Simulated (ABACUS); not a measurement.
**Lu in ABACUS: the effect of functional**

Lu:

```
CELL_PARAMETERS angstrom
3.43159 0.00000 0.00000
-1.71579 2.97184 0.00000
0.00000 0.00000 5.43758
ATOMIC_POSITIONS crystal
Lu 0.66667 0.33333 0.75000
Lu 0.33333 0.66667 0.25000
```

The cell isn't the ideal one: volume scaled by 0.94.

Alike in all runs:

* Program: ABACUS 3.10.1
* Task: equation of state
* Potentials or basis: PseudoDojo NC SR 0.4.1 PBE standard
* Cutoff: 1361 eV
* Density cutoff: 5442 eV
* Basis: plane waves
* k mesh: 6 × 6 × 4
* Occupations: fermi-dirac, width 0.05 eV
* Spin: no spin polarisation

```csv
functional,pressure (GPa)
LDA,-4.2
PBEsol,?
PW91,1.8
BLYP,3.3
```

Problem. What does the run with functional PBEsol give?

Solution. Pressure -0.7 GPa.

Caveats: the potentials were made for another functional, which shifts forces and pressure.

Runs at the PBE level aren't shown here.
